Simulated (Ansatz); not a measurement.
# SiGe (P6_3mc) in Ansatz: equation of state

How stiff is SiGe in PBEsol, and what volume does it want? The cell is scaled to several volumes.

All numbers are computed with Ansatz 0.2.0; they aren't measurements. Logs are shortened: lines on timing, memory, paths and dates and some standing lists are left out, and cuts for length are marked.

### Step 1. The crystal as given

It takes space group P6_3mc (No. 186, hexagonal). The conventional cell has a = 3.904 Å, b = 3.904 Å, c = 6.451 Å, α = 90.00°, β = 90.00°, γ = 120.00°. Ge (site symmetry 3m) is surrounded by 4 Si at 2.40 to 2.41 Å. Si (site symmetry 3m) is surrounded by 4 Ge at 2.40 to 2.41 Å.

The cell comes from a database or a generator and needn't be the stable form of this composition.

### Step 2. Single point, PBEsol, 20.01 Å³/atom (volume scaled by 0.94)

input.yaml reads:

```yaml
crystal:
  lattice:
    - [3.8247462543, 0.0, 0.0]
    - [-1.9123731271, 3.3123274192, 0.0]
    - [0.0, 0.0, 6.3190974171]
  atoms:
    - { symbol: Ge, position: [0.3333333333, 0.6666666667, 0.000392] }
    - { symbol: Ge, position: [0.6666666667, 0.3333333333, 0.500392] }
    - { symbol: Si, position: [0.3333333333, 0.6666666667, 0.374607] }
    - { symbol: Si, position: [0.6666666667, 0.3333333333, 0.874607] }
hamiltonian:
  xc: pbesol
  pseudopotentials: { kind: paw }
kpoints:
  mp_grid: { grid: [8, 8, 4] }
scf:
  occupations: { method: fermi_dirac, width: 0.05 }
output:
  forces: true
  stress: true
  eigenvalues: true
```

Potentials or basis: Ansatz PAW.

Command:

```console
$ ansatz run input.yaml --threads 2 --pin off --max-ram 5632MiB --backend cpu --events-out ev --progress --plain --runs-dir out
```

Standard output:

```text
Warning: RAYON_NUM_THREADS=2 ignored (pool sized by the plan → 2); use --threads N
Engine: ansatz 0.2.0, aarch64-unknown-linux-gnu
Pseudopotentials: kind: paw
Pseudopotential: Ge, paw, valence charge 14, recommended cutoff 420 eV (normal), Ge.paw.azcp
Pseudopotential: Si, paw, valence charge 4, recommended cutoff 420 eV (normal), Si.paw.azcp
Functional definition: PBEsol
  exchange = pbesol_x
  correlation = pbesol_c
Crystal: 4 atoms, lattice volume = 80.055 Å³
Basis set: ecut = 420 eV, 1581 PW (Γ), exchange–correlation on 54×54×90 points (8 copies of the dense FFT grid, shifted against one another)
Bands: 22, of which v1, the nominal top of the filled ones, is band 18 counted from 1 (17 counted from 0)
Symmetry: 12 space group operations
Space group: P63mc (ITA 186), of the structure as read, at distance tolerance 4.3e-5 Å
k-points: 30 of 256 (time reversal used)
Non-local potential: Ge, projectors of the file, l = 0: 2, l = 1: 2, l = 2: 3, l = 3: 1
Non-local potential: Si, projectors of the file, l = 0: 2, l = 1: 2, l = 2: 2
PAW form: soft (Blöchl's): semilocal exchange-correlation on the pseudo side does not see the compensation charge
PAW frozen core: Ge, regenerated for the run's functional, and the local potential with it (the file was generated under x = pbe(κ = 0.804, μ = 0.2195149727645171), c = pbe(β = 0.06672455060314922))
PAW frozen core: Si, regenerated for the run's functional, and the local potential with it (the file was generated under x = pbe(κ = 0.804, μ = 0.2195149727645171), c = pbe(β = 0.06672455060314922))
PAW one-centre angular grid: Ge, 590 points (default); XC on 64 Gauss nodes
PAW one-centre angular grid: Si, 110 points (default); XC on 64 Gauss nodes
Initial density: superposition of atomic densities (neutral atoms: chi_scale 0, normalization atom), corrected by the library's trained network
Initial wavefunctions: pseudopotential atomic-orbital guess
Functional: x = pbesol(κ = 0.804, μ = 0.12345679012345678), c = pbesol(β = 0.046)
SCF iter   1: F=—  HF=-9749.786463 eV  |F-HF|=—  |Δ(HF+E_count)|=         —  Δρ=2.38e-3  dr2=4.35e-3  ethr=1.77e-3  ⟨swp⟩=5.8  Hψ=3111  notcnv=0
preconditioner: auto → Resta (q_TF=auto, 2.388 Å⁻¹)  ε∞=2.8  [insulator: Δε(μ)=0.236 eV  Ē_g=18.725 eV  σ=0.050 eV  W_gap=0.82  n_scr=22 (ndim 8)  ℏωp=24.9 eV  f_vac=0.006  D(μ)=0.07/eV (n_scr^D=0)  ε∞_Penn≈2.8]
SCF iter   2: F=—  HF=-9749.783867 eV  |F-HF|=—  |Δ(HF+E_count)|=   2.60e-3  Δρ=1.37e-3  dr2=1.30e-3  ethr=1.21e-5  ⟨swp⟩=2.6  Hψ=1439  notcnv=0
SCF iter   3: F=—  HF=-9749.783732 eV  |F-HF|=—  |Δ(HF+E_count)|=   1.35e-4  Δρ=4.55e-4  dr2=6.97e-5  ethr=3.60e-6  ⟨swp⟩=2.0  Hψ=1200  notcnv=0
SCF iter   4: F=—  HF=-9749.783642 eV  |F-HF|=—  |Δ(HF+E_count)|=   8.99e-5  Δρ=9.59e-5  dr2=1.01e-5  ethr=1.93e-7  ⟨swp⟩=2.0  Hψ=1200  notcnv=0
SCF iter   5: F=—  HF=-9749.783640 eV  |F-HF|=—  |Δ(HF+E_count)|=   2.44e-6  Δρ=3.97e-5  dr2=1.23e-6  ethr=2.81e-8  ⟨swp⟩=2.0  Hψ=1199  notcnv=0
SCF iter   6: F=—  HF=-9749.783640 eV  |F-HF|=—  |Δ(HF+E_count)|=   7.13e-7  Δρ=1.61e-5  dr2=1.20e-7  ethr=3.41e-9  ⟨swp⟩=2.1  Hψ=795  notcnv=0
SCF iter   7: F=-9749.783640 eV  HF=-9749.783640 eV  |F-HF|=3.56e-9  |Δ(HF+E_count)|=   7.61e-9  Δρ=2.48e-6  dr2=2.50e-9  ethr=2.78e-10  ⟨swp⟩=4.0  Hψ=2115  notcnv=0
SCF 1 converged in 7 iterations: F = -9749.783640 eV  dr2 = 2.50e-9
SCF converged after 7 iterations
Free energy (F): -9749.783640 eV
Harris-Foulkes:  -9749.783640 eV  (|F-HF|=3.56e-9)
Internal energy: -9749.782987 eV  (E = F + TS)
E sigma→0 (E₀):  -9749.783314 eV
Entropy (-TS):   -0.000653 eV (-0.163 meV/atom)
Fermi energy:    8.502614 eV
--- Per-component energies (eV) ---
  E_band       = -283.250102
  E_kinetic    = 307.654207
  E_local      = -5217.950042  (includes V_loc(G=0)·N_el)
  E_nonlocal   = 894.777812
  E_hartree    = 2296.240315
  E_xc         = -261.242453
  E_vxc        = -225.702689  (∫ρ·V_xc dr)
  E_paw        = -4957.659218  (= ΣΔE_a)
  E_vpaw       = -634.507692  (= ΣTr[D̂ρ^β])
  E_aug_tail   = 0.000592  (compensation charges beyond the density's cutoff)
  E_ewald      = -2813.503194
  E_core_change = 1.898994  (= ΣΔE_core)
  E_smearing   = -0.000653  (= −TS)
  E_closure    = -0.000000  (closes the sum)
  Σ components = -9749.783640   (vs F -9749.783640, Δ=0.00e0)
--- Forces (eV/Å), atoms counted from 1 ---
  atom   1  Ge     0.00000000     0.00000000     0.03860591
  atom   2  Ge     0.00000000     0.00000000     0.03860591
  atom   3  Si     0.00000000    -0.00000000    -0.03860860
  atom   4  Si     0.00000000     0.00000000    -0.03860860
  max |Σ_I F_I| component: 5.36e-6 eV/Å
--- Stress (GPa, compression-positive) ---
        5.484623      -0.000000      -0.000000
        0.000000       5.484623       0.000000
       -0.000000      -0.000000       5.322401
  P = ⅓ Tr σ = 5.4305 GPa (54.305 kbar)
--- Band table (eV; the first three rows and the last of 30) ---
  k-point 0: bands = ["-16.2423", "-16.2421", "-16.2382", "-16.2382", "-16.2348", "-16.2348", "-16.2075", "-16.2075", "-16.2024", "-16.2024", "-4.7439", "-2.4355", "0.5746", "6.7105", "6.7105", "8.0565", "8.3969", "8.3969", "8.9643", "10.3394", "10.4005", "10.4005"]
  k-point 1: bands = ["-16.2422", "-16.2421", "-16.2378", "-16.2378", "-16.2353", "-16.2353", "-16.2067", "-16.2067", "-16.2031", "-16.2031", "-4.5380", "-3.0487", "1.5953", "6.1612", "6.8818", "6.8818", "8.0129", "8.0129", "9.1748", "10.6695", "10.7563", "10.7563"]
  k-point 2: bands = ["-16.2421", "-16.2421", "-16.2366", "-16.2366", "-16.2366", "-16.2366", "-16.2049", "-16.2049", "-16.2049", "-16.2049", "-3.9386", "-3.9386", "3.6832", "3.6832", "7.3625", "7.3625", "7.3625", "7.3625", "9.7859", "9.7859", "11.4813", "11.4813"]
  k-point 29: bands = ["-16.2426", "-16.2426", "-16.2316", "-16.2316", "-16.2299", "-16.2299", "-16.2056", "-16.2056", "-16.2032", "-16.2032", "-1.4387", "-1.4387", "0.4526", "0.4526", "3.7353", "3.7353", "6.1090", "6.1090", "9.7622", "9.7622", "12.2209", "12.2209"]
```

Run time: 2.8 s. Hardware: 2 threads of Arm Neoverse V1, shared host; peak memory 0.32 GiB.

Results:

```yaml
Free_energy: -9749.7836 eV
Pressure: 5.4 GPa
Largest_force: 0.039 eV/Å
Band_gap_on_the_k_mesh: 0.25 eV, indirect (least direct gap 0.57 eV)
```

Caveat: the PAW data sets come from PBE, with cores solved anew for the run's functional, which leaves a small shift of forces and pressure.

### Step 3. Single point, PBEsol, 20.44 Å³/atom (volume scaled by 0.96)

input.yaml, as its differences from that of step 2:

```diff
@@ -2,5 +2,5 @@
   lattice:
-    - [3.8247462543, 0.0, 0.0]
-    - [-1.9123731271, 3.3123274192, 0.0]
-    - [0.0, 0.0, 6.3190974171]
+    - [3.8516819745, 0.0, 0.0]
+    - [-1.9258409872, 3.3356544372, 0.0]
+    - [0.0, 0.0, 6.3635995694]
   atoms:
```

Potentials or basis: Ansatz PAW.

Command:

```console
$ ansatz run input.yaml --threads 2 --pin off --max-ram 5632MiB --backend cpu --events-out ev --progress --plain --runs-dir out
```

Run time: 2.7 s. Hardware: 2 threads of Arm Neoverse V1, shared host; peak memory 0.32 GiB.

Results (log left out):

```yaml
Free_energy: -9749.8300 eV
Pressure: 3.3 GPa
Largest_force: 0.028 eV/Å
Band_gap_on_the_k_mesh: 0.28 eV, indirect (least direct gap 0.51 eV)
```

Caveat: the PAW data sets come from PBE, with cores solved anew for the run's functional, which leaves a small shift of forces and pressure.

### Step 4. Single point, PBEsol, 20.87 Å³/atom (volume scaled by 0.98)

input.yaml, as its differences from that of step 3:

```diff
@@ -2,5 +2,5 @@
   lattice:
-    - [3.8516819745, 0.0, 0.0]
-    - [-1.9258409872, 3.3356544372, 0.0]
-    - [0.0, 0.0, 6.3635995694]
+    - [3.8782461379, 0.0, 0.0]
+    - [-1.9391230689, 3.3586596775, 0.0]
+    - [0.0, 0.0, 6.4074878499]
   atoms:
```

Command:

```console
$ ansatz run input.yaml --threads 2 --pin off --max-ram 5632MiB --backend cpu --events-out ev --progress --plain --runs-dir out
```

Run time: 2.9 s. Hardware: 2 threads of Arm Neoverse V1, shared host; peak memory 0.33 GiB.

The run converged. Its results:

```yaml
Free_energy: -9749.8551 eV
Pressure: 1.4 GPa
Largest_force: 0.019 eV/Å
Band_gap_on_the_k_mesh: 0.32 eV, indirect (least direct gap 0.45 eV)
```

Caveat: the PAW data sets come from PBE, with cores solved anew for the run's functional, which leaves a small shift of forces and pressure.

### Step 5. Single point, PBEsol, 21.29 Å³/atom

input.yaml, as its differences from that of step 4:

```diff
@@ -2,5 +2,5 @@
   lattice:
-    - [3.8782461379, 0.0, 0.0]
-    - [-1.9391230689, 3.3586596775, 0.0]
-    - [0.0, 0.0, 6.4074878499]
+    - [3.9044512986, 0.0, 0.0]
+    - [-1.9522256493, 3.3813540124, 0.0]
+    - [0.0, 0.0, 6.450783]
   atoms:
```

Command:

```console
$ ansatz run input.yaml --threads 2 --pin off --max-ram 5632MiB --backend cpu --events-out ev --progress --plain --runs-dir out
```

It took 3 s on 2 threads of Arm Neoverse V1, shared host; peak memory 0.33 GiB.

It converged, with:

```
Free energy            : -9749.8611 eV
Pressure               : -0.3 GPa
Largest force          : 0.011 eV/Å
Band gap on the k mesh : 0.35 eV, indirect (least direct gap 0.40 eV)
```

Caveat: the PAW data sets come from PBE, with cores solved anew for the run's functional, which leaves a small shift of forces and pressure.

### Step 6. Single point, PBEsol, 21.72 Å³/atom (volume scaled by 1.02)

input.yaml, as its differences from that of step 5:

```diff
@@ -2,5 +2,5 @@
   lattice:
-    - [3.9044512986, 0.0, 0.0]
-    - [-1.9522256493, 3.3813540124, 0.0]
-    - [0.0, 0.0, 6.450783]
+    - [3.9303093455, 0.0, 0.0]
+    - [-1.9651546728, 3.4037477379, 0.0]
+    - [0.0, 0.0, 6.4935046622]
   atoms:
```

Potentials or basis: Ansatz PAW.

Command:

```console
$ ansatz run input.yaml --threads 2 --pin off --max-ram 5632MiB --backend cpu --events-out ev --progress --plain --runs-dir out
```

Wall time 3.4 s (2 threads of Arm Neoverse V1, shared host); peak memory 0.33 GiB.

Results (log left out):

```yaml
Free_energy: -9749.8502 eV
Pressure: -1.8 GPa
Band_gap_on_the_k_mesh: 0.34 eV, direct
```

Caveat: the PAW data sets come from PBE, with cores solved anew for the run's functional, which leaves a small shift of forces and pressure.

### Step 7. Single point, PBEsol, 22.14 Å³/atom (volume scaled by 1.04)

input.yaml, as its differences from that of step 6:

```diff
@@ -2,5 +2,5 @@
   lattice:
-    - [3.9303093455, 0.0, 0.0]
-    - [-1.9651546728, 3.4037477379, 0.0]
-    - [0.0, 0.0, 6.4935046622]
+    - [3.9558315499, 0.0, 0.0]
+    - [-1.977915775, 3.4258506153, 0.0]
+    - [0.0, 0.0, 6.5356714585]
   atoms:
@@ -21 +21,5 @@
   eigenvalues: true
+  write_density: true
+  write_potential: true
+  elf: true
+  volumetric_format: npy
```

Potentials or basis: Ansatz PAW.

Command:

```console
$ ansatz run input.yaml --threads 2 --pin off --max-ram 5632MiB --backend cpu --events-out ev --progress --plain --runs-dir out
```

Standard output:

```text
Warning: RAYON_NUM_THREADS=2 ignored (pool sized by the plan → 2); use --threads N
[... 7 set-up lines as earlier in the session ...]
Crystal: 4 atoms, lattice volume = 88.572 Å³
Basis set: ecut = 420 eV, 1761 PW (Γ), exchange–correlation on 54×54×90 points (8 copies of the dense FFT grid, shifted against one another)
[... 43 lines left out ...]
  E_ewald      = -2720.271495
  E_core_change = 1.898994  (= ΣΔE_core)
  E_smearing   = -0.000360  (= −TS)
  E_closure    = 0.000000  (closes the sum)
  Σ components = -9749.823965   (vs F -9749.823965, Δ=0.00e0)
--- Forces (eV/Å), atoms counted from 1 ---
  atom   1  Ge     0.00000000    -0.00000000    -0.00462969
  atom   2  Ge     0.00000000     0.00000000    -0.00462969
  atom   3  Si    -0.00000000    -0.00000000     0.00463050
  atom   4  Si     0.00000000     0.00000000     0.00463050
  max |Σ_I F_I| component: 1.62e-6 eV/Å
--- Stress (GPa, compression-positive) ---
       -3.067712      -0.000000       0.000000
       -0.000000      -3.067712      -0.000000
        0.000000       0.000000      -3.252095
  P = ⅓ Tr σ = -3.1292 GPa (-31.292 kbar)
--- Band table (eV; the first three rows and the last of 30) ---
  k-point 0: bands = ["-17.3937", "-17.3937", "-17.3903", "-17.3903", "-17.3878", "-17.3878", "-17.3683", "-17.3683", "-17.3650", "-17.3650", "-5.2206", "-3.1642", "-0.1501", "5.6223", "5.6223", "6.8448", "7.1340", "7.1340", "7.4251", "8.2269", "9.1822", "9.1822"]
  k-point 1: bands = ["-17.3937", "-17.3937", "-17.3900", "-17.3900", "-17.3882", "-17.3882", "-17.3678", "-17.3678", "-17.3655", "-17.3655", "-5.0328", "-3.6929", "0.7524", "4.9323", "5.7779", "5.7779", "6.7965", "6.7965", "7.6252", "8.9723", "9.5151", "9.5151"]
  k-point 2: bands = ["-17.3936", "-17.3936", "-17.3891", "-17.3891", "-17.3891", "-17.3891", "-17.3666", "-17.3666", "-17.3666", "-17.3666", "-4.4886", "-4.4886", "2.6477", "2.6477", "6.2132", "6.2132", "6.2132", "6.2132", "8.2010", "8.2010", "10.2002", "10.2002"]
  k-point 29: bands = ["-17.3935", "-17.3935", "-17.3860", "-17.3860", "-17.3851", "-17.3851", "-17.3669", "-17.3669", "-17.3653", "-17.3653", "-2.2572", "-2.2572", "-0.4090", "-0.4090", "2.9894", "2.9894", "5.0721", "5.0721", "8.4278", "8.4278", "11.0078", "11.0078"]
```

Wall time 5.2 s (2 threads of Arm Neoverse V1, shared host); peak memory 0.34 GiB.

What came out:

```
Free energy            : -9749.8240 eV
Pressure               : -3.1 GPa
Largest force          : 0.005 eV/Å
Band gap on the k mesh : 0.29 eV, direct
```

Caveat: the PAW data sets come from PBE, with cores solved anew for the run's functional, which leaves a small shift of forces and pressure.

### Step 8. Single point, PBEsol, 22.57 Å³/atom (volume scaled by 1.06)

input.yaml, as its differences from that of step 7:

```diff
@@ -2,5 +2,5 @@
   lattice:
-    - [3.9558315499, 0.0, 0.0]
-    - [-1.977915775, 3.4258506153, 0.0]
-    - [0.0, 0.0, 6.5356714585]
+    - [3.9810286086, 0.0, 0.0]
+    - [-1.9905143043, 3.4476719082, 0.0]
+    - [0.0, 0.0, 6.5773010615]
   atoms:
```

Command:

```console
$ ansatz run input.yaml --threads 2 --pin off --max-ram 5632MiB --backend cpu --events-out ev --progress --plain --runs-dir out
```

It took 4.5 s on 2 threads of Arm Neoverse V1, shared host; peak memory 0.34 GiB.

It converged, with:

| Quantity | Value |
| --- | --- |
| Free energy | -9749.7841 eV |
| Pressure | -4.3 GPa |
| Largest force | 0.011 eV/Å |
| Band gap on the k mesh | 0.24 eV, direct |

Caveat: the PAW data sets come from PBE, with cores solved anew for the run's functional, which leaves a small shift of forces and pressure.

### Step 9. Equation of state, PBEsol

Potentials or basis: Ansatz PAW.

This step only gathers the single runs of the series.

Results:

```yaml
Equilibrium_volume: 21.22 Å³/atom
Bulk_modulus_at_fixed_shape_and_positions: 81 GPa
Pressure_derivative_of_the_bulk_modulus: 4.5
```

Energy against volume, from the lowest point:
```csv
volume (Å³/atom),energy (meV/atom)
20.014,19.37
20.440,7.79
20.866,1.52
21.291,0.00
21.717,2.74
22.143,9.29
22.569,19.25
```

Caveat: the cell was scaled at fixed shape and fractional positions, which overstates the stiffness of a crystal with free parameters, most of all of layers and chains.
